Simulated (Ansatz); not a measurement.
A run of Ansatz 0.2.0:

File input.yaml:

```yaml
crystal:
  lattice:
    - [0.0, 2.82685, 2.82685]
    - [2.82685, 0.0, 2.82685]
    - [2.82685, 2.82685, 0.0]
  atoms:
    - { symbol: As, position: [0.75, 0.75, 0.75] }
    - { symbol: Ga, position: [0.0, 0.0, 0.0] }
kpoints:
  mp_grid: { grid: [4, 4, 4] }
scf:
  occupations: { method: fermi_dirac, width: 0.05 }
hamiltonian:
  xc: pbe
  pseudopotentials: { kind: all_electron, datasets: crystal }
output:
  forces: true
  stress: true
  eigenvalues: true
```

Potentials or basis: all-electron PAW datasets made for the crystal.

Run with:

```sh
$ ansatz run input.yaml --threads 1 --pin off --max-ram 3072MiB --backend cpu --events-out ev --progress --plain --runs-dir out
```

Hardware: 1 thread of Intel(R) Xeon(R) Processor @ 2.50GHz (Skylake/Cascade Lake), with other jobs on the host.

Question: Estimate the wall time of this run.

Answer: It took 13 s on 1 thread of Intel(R) Xeon(R) Processor @ 2.50GHz (Skylake/Cascade Lake) (shared host), peak memory 0.44 GiB. Counts: scf iterations 8, plane waves 331, k points 8, bands 13.
